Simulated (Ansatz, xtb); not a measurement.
## C2H4O2: which of two isomers lies lower

Structure a is `COC=O`, a singlet and structure b is `CC(=O)O`, a singlet. Both are isolated molecules in the gas phase, relaxed with PBE-D3(BJ)/def2-SVP; the shapes shown needn't be the lowest conformers.

a (Å):

| atom | x (Å) | y (Å) | z (Å) |
| --- | --- | --- | --- |
| C | -1.7311 | 1.7884 | 1.3822 |
| C | 0.4382 | 1.1115 | 0.7768 |
| O | -0.6663 | 1.7965 | 0.4182 |
| O | 0.5915 | 0.5111 | 1.8162 |
| H | -2.5502 | 2.3823 | 0.9400 |
| H | -1.3996 | 2.2391 | 2.3393 |
| H | -2.0704 | 0.7527 | 1.5860 |
| H | 1.1896 | 1.1922 | -0.0502 |

b (Å):

```xyz
8

C    -1.6631    1.8532    1.1464
C    -0.2622    1.3563    0.8842
O     0.3558    1.4734   -0.1556
O     0.2575    0.7375    1.9793
H    -2.0537    2.3540    0.2445
H    -1.6629    2.5560    2.0032
H    -2.3201    1.0055    1.4258
H     1.1584    0.4543    1.7094
```

Quicker runs give these differences E(b) − E(a): GFN2-xTB −10.4 kcal/mol; HF/STO-3G −7.2 kcal/mol (at GFN2-xTB geometries); r2SCAN-D4/def2-SVP −16.4 kcal/mol (at GFN2-xTB geometries).

Estimate E(b) − E(a) at the level CCSD(T)/def2-TZVP.

Calculated at CCSD(T)/def2-TZVP: E(b) − E(a) = −15.9 kcal/mol, so structure b lies lower.

Level by level:

```csv
level,geometry,E(b) − E(a) (kcal/mol),departure from the last row (kcal/mol),"job, with rough time for the two"
GFN2-xTB,GFN2-xTB,−10.4,+5.5,"optimisation, 0.065 s"
HF/STO-3G,GFN2-xTB,−7.2,+8.7,"single point, 0.14 s"
r2SCAN-D4/def2-SVP,GFN2-xTB,−16.4,−0.5,"single point, 1.7 s"
PBE-D3(BJ)/def2-SVP,PBE-D3(BJ)/def2-SVP,−15.8,+0.1,"optimisation, 5 s"
HF/def2-TZVP,PBE-D3(BJ)/def2-SVP,−16.0,−0.1,part of the CCSD(T) run
MP2/def2-TZVP,PBE-D3(BJ)/def2-SVP,−16.9,−1.0,part of the CCSD(T) run
CCSD(T)/def2-TZVP,PBE-D3(BJ)/def2-SVP,−15.9,,"single point, 21 s"
```

As drawn, b has 1 C–C, 1 O–H in place of 1 C–O, 1 C–H.

None of the levels shown reverses the order. The largest departure from CCSD(T)/def2-TZVP is that of HF/STO-3G, 8.7 kcal/mol.

With harmonic frequencies from PBE-D3(BJ)/def2-SVP (ideal gas, rigid rotor, one conformer each, 298.15 K, 1 atm): on the last row, ΔE + ΔZPE = −15.9, ΔH = −15.9, ΔG = −16.1 kcal/mol.

The correlated steps freeze 4 core orbitals. Programs: Ansatz 0.2.0, xtb 6.7.1; the last row on 4 threads of Arm Neoverse V2 on a shared host.
